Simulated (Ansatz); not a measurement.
**Mechanical response of AgI (F-43m)**

```yaml
crystal:
  lattice:
    - [0.00000, 3.22504, 3.22504]
    - [3.22504, 0.00000, 3.22504]
    - [3.22504, 3.22504, 0.00000]
  atoms:
    - { symbol: Ag, position: [0.00000, 0.00000, 0.00000] }
    - { symbol: I, position: [0.75000, 0.75000, 0.75000] }
```

Computed, not measured; unless marked otherwise by PBEsol, PAW on Ansatz 0.2.0's default frozen-core files (fitted under PBE), scalar-relativistic. k mesh 8×8×8, fixed occupations, cutoff 420 eV. The cell was relaxed by PAW under this functional.

The cell is cubic and carries a residual pressure of 0.00 GPa at this level. Each strain component that symmetry leaves independent is applied at ±0.005 and ±0.01, the ions relax wherever a strain frees them, and the stress (tension positive, GPa) is read. Shears are engineering strains, γ = 2ε.

| strain | size | σxx | σyy | σzz | σyz | σxz | σxy |
| --- | --- | --- | --- | --- | --- | --- | --- |
| xx | -0.01 | -0.3969 | -0.3322 | -0.3322 | 0.0000 | 0.0000 | 0.0000 |
| xx | -0.005 | -0.1978 | -0.1642 | -0.1642 | 0.0000 | 0.0000 | 0.0000 |
| xx | +0.005 | 0.1912 | 0.1551 | 0.1551 | 0.0000 | 0.0000 | 0.0000 |
| xx | +0.01 | 0.3813 | 0.3066 | 0.3066 | 0.0000 | 0.0000 | 0.0000 |
| yz | -0.01 | -0.0008 | 0.0000 | 0.0000 | -0.0985 | 0.0000 | 0.0000 |
| yz | -0.005 | -0.0016 | -0.0013 | -0.0013 | -0.0492 | 0.0000 | 0.0000 |
| yz | +0.005 | -0.0016 | -0.0013 | -0.0013 | 0.0492 | 0.0000 | 0.0000 |
| yz | +0.01 | -0.0008 | 0.0000 | 0.0000 | 0.0985 | 0.0000 | 0.0000 |

The slope is [8(σ(+δ) − σ(−δ)) − (σ(+2δ) − σ(−2δ))]/(12δ), and the program imposes the crystal's symmetry on the matrix.

Question: What are the independent elastic constants?

Answer: C11 = 38.9, C12 = 31.9, C44 = 9.8 GPa.

Question: Do they meet the Born conditions?

Answer: C11 − C12 = 7.0, C11 + 2C12 = 102.8 and C44 = 9.8 GPa must all be positive, so the crystal is elastically stable; that says nothing yet of its phonons.

Question: What moduli does a random aggregate of grains have?

Answer: B = (C11 + 2C12)/3 = 34.3 GPa. G_V = (C11 − C12 + 3C44)/5 = 7.3 and G_R = 5(C11 − C12)C44/(4C44 + 3(C11 − C12)) = 5.7, so G_H = 6.5 GPa. Then E = 9BG/(3B + G) = 18.3 GPa, ν = (3B − 2G)/(6B + 2G) = 0.411 and B/G = 5.27, on the ductile side of Pugh's 1.75 (a rule of thumb, made for metals; it doesn't predict ductility here).

Question: With the density of 5.811 g/cm³, how fast does sound travel, and what Debye temperature follows?

Answer: 

```json
{"direction": "[100]", "slow (m/s)": "1302", "middle (m/s)": "1302", "fast (m/s)": "2587"}
{"direction": "[110]", "slow (m/s)": "775", "middle (m/s)": "1302", "fast (m/s)": "2791"}
{"direction": "[111]", "slow (m/s)": "982", "middle (m/s)": "982", "fast (m/s)": "2855"}
```

The mean of v⁻³ over directions and branches gives v_m = 1185 m/s and θ_D = (ħ/k_B) v_m (6π²n)^(1/3) = 109 K, n being atoms per volume. Young's modulus spans 10 to 27 GPa over directions, and the universal anisotropy index is 1.41.

Question: How do the constants change if the ions are clamped to the homogeneous strain?

Answer: Clamped values, with the change against relaxed ions: C11 = 38.9 (-0.0), C12 = 31.9 (-0.0), C44 = 27.8 (+18.0) GPa.

Keep in mind: frozen-core PAW files fitted under PBE, their cores solved anew for the functional of the run; constants at zero field, no piezoelectric stiffening.
